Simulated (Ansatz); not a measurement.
How the vibrations of NbN change with volume

Computed with DFT PBEsol, scalar-relativistic, plane waves, PAW (Ansatz). Cutoff 420 eV, 16×16×16 k-points (Γ-centred), Fermi-Dirac smearing of 0.15 eV. No spin polarisation. Phonons by linear response, acoustic sum rule imposed.

Relaxed structure:
Space group Fm-3m (No. 225). a = 4.382 Å, b = 4.382 Å, c = 4.382 Å, α = 90.00°, β = 90.00°, γ = 90.00°
```tsv
atom	site	symmetry	x	y	z
Nb	4b	m-3m	0.5000	0.0000	0.0000
N	4a	m-3m	0.0000	0.0000	0.0000
```

In a metal, frequencies depend on the k mesh and the smearing, soft modes most.

Cells at 0.98 and 1.02 times the equilibrium volume were relaxed in shape and atoms; γ = −d ln ν / d ln V, modes matched by rank.

**Question.** Give the optical frequencies at Γ (cm⁻¹) at the three volumes and the mode Grüneisen parameters.

**Answer.**
| 0.98 V | V | 1.02 V | γ | degeneracy |
| --- | --- | --- | --- | --- |
| 432 | 406 | 381 | 3.14 | 3 |

**Question.** What pressures hold the two strained cells, and what bulk modulus follows?

**Answer.** 7.01 GPa at 0.98 V and -6.28 GPa at 1.02 V, so B = −dP/d ln V ≈ 332 GPa.